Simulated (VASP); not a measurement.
VASP 6.6.1, PBEsol relaxation of cell and atoms, GaSb (zincblende)

INCAR

```
IBRION = 2
NELM = 120
EDIFFG = -5E-3
SIGMA = 0.02
LCHARG = .FALSE.
ISMEAR = -1
LASPH = .TRUE.
LWAVE = .FALSE.
NSW = 40
ISIF = 3
GGA = PS
EDIFF = 1E-7
ENCUT = 600
LREAL = .FALSE.
NBANDS = 16
PREC = Accurate
```

KPOINTS

```
KPOINTS created by Atomic Simulation Environment
0
Gamma
6 6 6
0 0 0
```

POSCAR

```
Ga Sb
 1.0000000000000000
    -0.0000000000000000    3.1090646161194466    3.1090646161194466
     3.1090646161194466    0.0000000000000000    3.1090646161194466
     3.1090646161194466    3.1090646161194466    0.0000000000000000
 Ga  Sb
   1   1
Cartesian
  0.0000000000000000  0.0000000000000000  0.0000000000000000
  1.5545323080597233  1.5545323080597233  1.5545323080597233
```

VASP ran with the recommended PBE PAW datasets (18 valence electrons in the cell).

Command

```
mpirun -np 1 vasp_std
```

From OUTCAR

```
k-points           NKPTS =     16   k-points in BZ     NKDIM =     16   number of bands    NBANDS=     16

   NELECT =      18.0000    total number of electrons

   dimension x,y,z NGX =    36 NGY =   36 NGZ =   36
   dimension x,y,z NGXF=    72 NGYF=   72 NGZF=   72

  energy-cutoff  :      600.00
  volume of cell :       57.26
      direct lattice vectors                 reciprocal lattice vectors
     0.000000000  3.059201139  3.059201139    -0.163441362  0.163441362  0.163441362
     3.059201139  0.000000000  3.059201139     0.163441362 -0.163441362  0.163441362
     3.059201139  3.059201139  0.000000000     0.163441362  0.163441362 -0.163441362

 k-points in reciprocal lattice and weights: KPOINTS created by Atomic Simulation Env
   0.00000000  0.00000000  0.00000000       0.005
   0.16666667  0.00000000  0.00000000       0.037
   0.33333333  0.00000000  0.00000000       0.037
   0.50000000  0.00000000  0.00000000       0.019
   0.16666667  0.16666667  0.00000000       0.028
   0.33333333  0.16666667  0.00000000       0.111
   0.50000000  0.16666667  0.00000000       0.111
  -0.33333333  0.16666667  0.00000000       0.111
   ...

 E-fermi :   4.7565

 k-point     1 :       0.0000    0.0000    0.0000
  band No.  band energies     occupation
      1     -10.2667      2.00000
      2     -10.2667      2.00000
      3     -10.2667      2.00000
      4     -10.2166      2.00000
      5     -10.2166      2.00000
      6      -6.7656      2.00000
      7       4.7250      1.65680
      8       4.7372      1.44775
      9       4.7372      1.44772
     10       4.7372      1.44772
     11       7.4899      0.00000
     12       7.4899      0.00000
     13       7.4899      0.00000
     14      10.3620      0.00000
     15      13.3327      0.00000
     16      13.3327      0.00000

 k-point     2 :       0.1667    0.0000    0.0000
  band No.  band energies     occupation
      1     -10.2739      2.00000
      2     -10.2636      2.00000
      3     -10.2636      2.00000
      4     -10.2169      2.00000
      5     -10.2169      2.00000
      6      -6.4829      2.00000
      7       2.0104      2.00000
      8       4.3319      2.00000
      9       4.3319      2.00000
     10       5.7065      0.00000
     11       8.0330      0.00000
     12       8.0330      0.00000
     13       8.6369      0.00000
     14      11.6334      0.00000
     15      12.2995      0.00000
     16      12.2995      0.00000

 k-point     3 :       0.3333    0.0000    0.0000
  band No.  band energies     occupation
      1     -10.2881      2.00000
      2     -10.2582      2.00000
      3     -10.2582      2.00000
      4     -10.2168      2.00000
      5     -10.2168      2.00000
      6      -5.7288      2.00000
      7      -0.4658      2.00000
      8       3.7870      2.00000
      9       3.7870      2.00000
     10       5.2739      0.00000
     11       8.4730      0.00000
     12       8.4731      0.00000
     13      11.0895      0.00000
     14      11.6359      0.00000
     15      12.8042      0.00000
     16      12.8042      0.00000

 k-point     4 :       0.5000    0.0000    0.0000
  band No.  band energies     occupation
      1     -10.2950      2.00000
      2     -10.2559      2.00000
      3     -10.2559      2.00000
      4     -10.2163      2.00000
      5     -10.2163      2.00000
      6      -5.1341      2.00000
      7      -1.6598      2.00000
      8       3.5784      2.00000
      9       3.5784      2.00000
     10       5.0809      0.00000
     11       8.4492      0.00000
     12       8.4492      0.00000
     13      11.0528      0.00000
     14      13.9836      0.00000
     15      14.5878      0.00000
     16      14.5878      0.00000

 k-point     5 :       0.1667    0.1667    0.0000
  band No.  band energies     occupation
      1     -10.2794      2.00000
      2     -10.2606      2.00000
      3     -10.2606      2.00000
      4     -10.2191      2.00000
      5     -10.2155      2.00000
      6      -6.3864      2.00000
      7       1.9744      2.00000
      8       3.7041      2.00000
      9       3.7041      2.00000
     10       6.3489      0.00000
     11       7.3697      0.00000
     12       9.0010      0.00000
     13       9.0010      0.00000
     14      11.0006      0.00000
     15      12.1566      0.00000
     16      13.6895      0.00000

 k-point     6 :       0.3333    0.1667    0.0000
  band No.  band energies     occupation
      1     -10.2909      2.00000
      2     -10.2559      2.00000
      3     -10.2548      2.00000
      4     -10.2207      2.00000
      5     -10.2150      2.00000
      6      -5.7722      2.00000
      7       0.0818      2.00000
      8       2.8572      2.00000
      9       3.1739      2.00000
     10       6.4950      0.00000
     11       7.7539      0.00000
     12       9.4009      0.00000
     13       9.7439      0.00000
     14      12.3596      0.00000
     15      13.3326      0.00000
     16      13.8874      0.00000

 k-point     7 :       0.5000    0.1667    0.0000
  band No.  band energies     occupation
      1     -10.2980      2.00000
      2     -10.2536      2.00000
      3     -10.2521      2.00000
      4     -10.2194      2.00000
      5     -10.2157      2.00000
      6      -4.9996      2.00000
      7      -1.4859      2.00000
      8       2.1343      2.00000
      9       3.1072      2.00000
     10       6.3698      0.00000
     11       8.3583      0.00000
     12       9.4833      0.00000
     13      10.6275      0.00000
     14      12.9513      0.00000
     15      14.4282      0.00000
     16      14.6411      0.00000

 k-point     8 :      -0.3333    0.1667    0.0000
  band No.  band energies     occupation
      1     -10.2950      2.00000
      2     -10.2544      2.00000
      3     -10.2543      2.00000
      4     -10.2178      2.00000
      5     -10.2172      2.00000
      6      -5.2272      2.00000
      7      -1.0812      2.00000
      8       1.9628      2.00000
      9       3.5226      2.00000
     10       6.4656      0.00000
     11       8.6028      0.00000
     12       9.0285      0.00000
     13      10.8756      0.00000
     14      12.2930      0.00000
     15      12.8703      0.00000
     16      14.4333      0.00000

 k-point     9 :      -0.1667    0.1667    0.0000
  band No.  band energies     occupation
      1     -10.2839      2.00000
      2     -10.2601      2.00000
      3     -10.2580      2.00000
      4     -10.2183      2.00000
      5     -10.2163      2.00000
      6      -6.0336      2.00000
      7       0.6749      2.00000
      8       2.6519      2.00000
      9       4.1835      2.00000
     10       6.5550      0.00000
     11       8.2897      0.00000
     12       8.3933      0.00000
     13       9.5031      0.00000
     14      11.4441      0.00000
     15      12.9729      0.00000
     16      13.1485      0.00000

 k-point    10 :       0.3333    0.3333    0.0000
  band No.  band energies     occupation
      1     -10.3021      2.00000
      2     -10.2482      2.00000
      3     -10.2482      2.00000
      4     -10.2253      2.00000
      5     -10.2134      2.00000
      6      -5.3266      2.00000
      7      -0.5659      2.00000
      8       2.5634      2.00000
      9       2.5634      2.00000
     10       5.6284      0.00000
     11       6.7750      0.00000
     12      11.4950      0.00000
     13      11.4950      0.00000
     14      12.3034      0.00000
     15      14.7609      0.00000
     16      15.2248      0.00000

 k-point    11 :       0.5000    0.3333    0.0000
  band No.  band energies     occupation
      1     -10.3071      2.00000
      2     -10.2464      2.00000
      3     -10.2450      2.00000
      4     -10.2255      2.00000
      5     -10.2138      2.00000
      6      -4.6150      2.00000
      7      -1.6428      2.00000
      8       1.6046      2.00000
      9       2.4219      2.00000
     10       5.9673      0.00000
     11       7.3585      0.00000
     12      11.1534      0.00000
     13      11.7389      0.00000
     14      14.0703      0.00000
     15      15.0209      0.00000
     16      15.4638      0.00000

 k-point    12 :      -0.3333    0.3333    0.0000
  band No.  band energies     occupation
      1     -10.3030      2.00000
      2     -10.2500      2.00000
      3     -10.2477      2.00000
      4     -10.2214      2.00000
      5     -10.2163      2.00000
      6      -4.5528      2.00000
      7      -1.7023      2.00000
      8       0.9885      2.00000
      9       2.8126      2.00000
     10       6.2984      0.00000
     11       9.8423      0.00000
     12      10.7144      0.00000
     13      10.7199      0.00000
     14      11.3366      0.00000
     15      12.7868      0.00000
     16      16.6497      0.00000

 ...

  Total       -0.0050058     -0.0050058     -0.0050058     -0.0000000      0.0000000     -0.0000000
  in kB       -0.1400652     -0.1400652     -0.1400652     -0.0000000      0.0000000     -0.0000000
  external PRESSURE =      -0.1400652 kB  Pullay stress =       0.0000000 kB

 POSITION                                       TOTAL-FORCE (eV/Angst)
 -----------------------------------------------------------------------------------
      0.00000      0.00000      0.00000        -0.000000     -0.000000     -0.000000
      1.52960      1.52960      1.52960         0.000000      0.000000      0.000000
 -----------------------------------------------------------------------------------
    total drift:                                0.000000      0.000000      0.000000

  FREE ENERGIE OF THE ION-ELECTRON SYSTEM (eV)
  ---------------------------------------------------
  free  energy   TOTEN  =        -8.1219757950 eV

  energy  without entropy=       -8.1215635335  energy(sigma->0) =       -8.12176966
```

CONTCAR

```
Ga Sb
   1.00000000000000
     0.0000000000000000    3.0592011392877150    3.0592011392877150
     3.0592011392877150    0.0000000000000000    3.0592011392877150
     3.0592011392877150    3.0592011392877150    0.0000000000000000
  Ga              Sb
     1     1
Direct
     0.0000000000000000    0.0000000000000000    0.0000000000000000
     0.2500000000000000    0.2500000000000000    0.2500000000000000

  0.00000000E+00  0.00000000E+00  0.00000000E+00
  0.00000000E+00  0.00000000E+00  0.00000000E+00
```

```
relaxed cell vector lengths : 4.326, 4.326, 4.326 Å
relaxed cell volume         : 57.26 Å³
```

The run was restarted once from its relaxed cell; OSZICAR and OUTCAR are the second run's.

The run (the restart alone) took about 22 s on one core of a shared host (Intel Xeon Platinum 8488C) and held 0.21 GiB at most.
